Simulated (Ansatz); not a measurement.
TaC, space group Fm-3m: an equation of state with a fit, run with the Ansatz DFT code, driven from Python.

Script `tac.py`:
```python
import warnings

import ansatz as az
import numpy as np
from scipy.optimize import curve_fit

vectors0 = np.array([
    [0.0, 2.223, 2.223],
    [2.223, 0.0, 2.223],
    [2.223, 2.223, 0.0],
])
sites = [
    ("Ta", (0.0, 0.0, 0.0)),
    ("C", (0.5, 0.5, 0.5)),
]


def on_lattice(cell):
    crystal = az.Crystal(lattice=az.Lattice.of(cell))
    for symbol, position in sites:
        crystal = crystal.atom(symbol, position)
    return crystal

def vinet(v, e0, v0, b0, b1):
    eta = (v / v0) ** (1 / 3)
    return e0 + 2 * b0 * v0 / (b1 - 1) ** 2 * (2 - (5 + 3 * b1 * (eta - 1) - 3 * eta) * np.exp(-1.5 * (b1 - 1) * (eta - 1)))


def main() -> None:
    warnings.simplefilter("ignore", az.DeckWarning)

    volumes, energies = [], []
    for scale in np.linspace(0.9, 1.1, 9):
        cell = vectors0 * scale ** (1 / 3)
        base = (
            on_lattice(cell).calculation()
            .basis(38 * az.Ry)
            .functional("pbe", dispersion="d3bj")
            .occupations("cold", width=0.15)
            .pseudopotentials("paw")
            .kpoints(11, 11, 11)
        )
        rep = base.run(threads=1, backend="cpu").report
        volumes.append(abs(np.linalg.det(cell)) / len(sites))
        energies.append(rep["free_energy_ev"] / len(sites))
        print(f"V = {volumes[-1]:8.4f} A^3/atom  F = {energies[-1]:.5f} eV/atom")

    guess = (min(energies), volumes[int(np.argmin(energies))], 0.5, 4.5)
    (e0, v0, b0, b1), _ = curve_fit(vinet, np.array(volumes), np.array(energies), p0=guess, maxfev=20000)
    print(f"Vinet fit: V0 = {v0:.4f} A^3/atom, B0 = {160.21766 * b0:.1f} GPa, B1 = {b1:.2f}")
    print("largest residual", round(1000 * float(np.abs(vinet(np.array(volumes), e0, v0, b0, b1) - energies).max()), 3), "meV/atom")


if __name__ == "__main__":
    main()
```

From its runs, with one value withheld:

| V (Å³/atom) | F less the lowest row shown (meV/atom) |
| --- | --- |
| 9.887 | 136.27 |
| 10.162 | 72.61 |
| 10.436 | 30.37 |
| 10.711 | 6.93 |
| 10.985 | 0.00 |
| 11.260 | 7.56 |
| 11.535 | 27.83 |
| 11.809 | 59.27 |
| 12.084 | ? |

What is the missing energy at 12.084 Å³ an atom?

A third-order Birch-Murnaghan fit, E = E0 + (9 V0 B0 / 16) [(t - 1)³ B' + (t - 1)² (6 - 4t)] with t = (V0/V)^(2/3), through the 8 rows shown gives V0 = 10.974 Å³, B0 = 338.9 GPa, B' = 4.18 and E0 = -0.01 meV. At V = 12.084 Å³, t = 0.93777, and the fit extrapolates to 100.56 meV. The run gave 100.50 meV, a miss of 0.06 meV.

Spin is left out of this run. Dispersion corrections can be off by several per cent in the lattices of metals, and by several GPa in the pressure at a fixed cell. For a metal this k-point mesh is coarse: on a finer one energies can move by several to tens of meV an atom and pressures by half a GPa or more, differences at one mesh by less. Of the deposited cell: the entry's cell lengths or inner coordinates differ somewhat from later room-temperature determinations. Spin-orbit coupling, which matters for elements this heavy, is left out. The structure is a deposited one; some such entries were measured under pressure or heat, so a shift against it needn't be the functional's error alone. Wall time of the script: 9.1 s on 1 thread of Intel(R) Xeon(R) Processor @ 2.30GHz (shared host), peak memory 0.53 GiB.
